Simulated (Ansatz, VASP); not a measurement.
# Two plane-wave programs on CdTe

Contents of INCAR:

```
SYSTEM = CdTe
PREC     = Accurate       ! precision mode
ENCUT    = 520            ! plane-wave cutoff, eV
EDIFF    = 1E-6           ! SCF threshold, eV
ISMEAR   = 0              ! smearing method
SIGMA    = 0.05           ! smearing width, eV
LREAL    = .FALSE.        ! projectors in reciprocal space
LASPH    = .TRUE.         ! aspherical terms in the spheres
NELM     = 60             ! most SCF steps
ALGO     = Normal         ! electronic algorithm
ISIF     = 2              ! what is computed and relaxed
LWAVE    = .FALSE.        ! write WAVECAR
LCHARG   = .TRUE.         ! write CHGCAR
GGA      = PE             ! functional
LELF     = .TRUE.         ! ELF
LVHAR    = .TRUE.       
NBANDS   = 16             ! bands
```

KPOINTS

```
regular mesh
0
G
  10 10 10
  0 0 0
```

Contents of POSCAR:

```
CdTe
1.0
    0.0000000000      3.3527306441      3.3527306441
    3.3527306441      0.0000000000      3.3527306441
    3.3527306441      3.3527306441      0.0000000000
Cd Te
1 1
Direct
    0.0000000000      0.0000000000      0.0000000000
    0.2500000000      0.2500000000      0.2500000000
```

Input for Ansatz:

```yaml
crystal:
  lattice:
    - [0.0, 3.3527306441, 3.3527306441]
    - [3.3527306441, 0.0, 3.3527306441]
    - [3.3527306441, 3.3527306441, 0.0]
  atoms:
    - { symbol: Cd, position: [0.0, 0.0, 0.0] }
    - { symbol: Te, position: [0.25, 0.25, 0.25] }
basis:
  ecutwfc: 420
  ecutrho_ratio: 4
kpoints:
  mp_grid: { grid: [10, 10, 10] }
hamiltonian:
  xc: pbe
scf:
  occupations: { method: gaussian, width: 0.05 }
output:
  forces: true
  stress: true
  eigenvalues: true
```

Alike in both runs: task single point; functional PBE; k mesh 10 × 10 × 10; occupations gaussian, width 0.05 eV; no spin polarisation.

|  | VASP | Ansatz |
| --- | --- | --- |
| version | VASP 6.6.1 | Ansatz 0.2.0 |
| potentials or method | VASP PAW PBE potentials, release 64 (Cd, Te) | scalar-relativistic, plane waves, PAW |
| plane-wave cutoff (eV) | 520 | 420 |
| valence electrons in the cell | 18 | 36 |

Ansatz gave:

- gap on the k mesh at the Fermi level (eV): 0.47
- least direct gap on the mesh (eV): 0.47
- pressure (GPa): -1.3

Q: Which values does VASP return?

A: gap on the k mesh at the Fermi level (eV): 0.47; least direct gap on the mesh (eV): 0.47; pressure (GPa): -1.2.

With one functional, cell and mesh, what is left measures potentials, basis and numerics. The two sets of potentials don't hold the same shells in valence.

Caveats: spin-orbit coupling is left out, which moves the levels of the heavy elements.
